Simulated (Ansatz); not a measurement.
# ZrO2: the cost of one run

Program: Ansatz 0.2.0. Level of theory: DFT PBE, scalar-relativistic, plane waves, PAW. These are calculated values, not measurements.

The COD entry's cell or inner coordinates are ideal or old and differ from later refinements, so a difference from it is no clean test against experiment.

3 further runs of the same task are left out: 3 set aside as unsound or not needed.

### Step 1. The starting structure

It takes space group Fm-3m (No. 225, cubic). Conventional cell: a = 5.116 Å, b = 5.116 Å, c = 5.116 Å, α = 90.00°, β = 90.00°, γ = 90.00°. Zr (site symmetry m-3m) has 8 O at 2.22 Å as nearest neighbours. O (site symmetry -43m) has 4 Zr at 2.22 Å as nearest neighbours.

Structure file:

```xyz
3
Lattice="0.0000 2.5579 2.5579 2.5579 0.0000 2.5579 2.5579 2.5579 0.0000" Properties=species:S:1:pos:R:3 pbc="T T T"
Zr    0.0000    0.0000    0.0000
O     1.2789    1.2789    1.2789
O     3.8368    3.8368    3.8368
```

This cell was relaxed beforehand with the same method: volume 11.16 Å³/atom, gap on the mesh 3.32 eV.

### Step 2. The cell under 5 GPa

What is minimised here is the enthalpy; the energy can go up as the cell is squeezed.

Contents of input.yaml:

```yaml
crystal:
  lattice:
    - [0.0, 2.5578981966, 2.5578981966]
    - [2.5578981966, 0.0, 2.5578981966]
    - [2.5578981966, 2.5578981966, 0.0]
  atoms:
    - { symbol: Zr, position: [0.0, 0.0, 0.0] }
    - { symbol: O, position: [0.25, 0.25, 0.25] }
    - { symbol: O, position: [0.75, 0.75, 0.75] }
basis:
  ecutwfc: 420
kpoints:
  mp_grid: { grid: [8, 8, 8] }
hamiltonian:
  xc: pbe
scf:
  occupations: { method: fixed }
output:
  forces: true
  stress: true
  eigenvalues: true
  write_density: true
  write_potential: true
  elf: true
  volumetric_format: npy
relax:
  adjacent_minimum: "off"
  f_tol: 0.001
  max_steps: 60
  cell: { stress_tol: 0.02, p_target: 5.0 }
```

Run with:

```console
ansatz run input.yaml --threads 1 --pin off --max-ram 3072MiB --backend cpu --events-out ev --progress --plain --runs-dir out
```

What time and memory should one allow on 1 thread of Intel Xeon 6975P-C (Granite Rapids), shared host?

About 4.2 s, with a peak of 0.36 GiB.
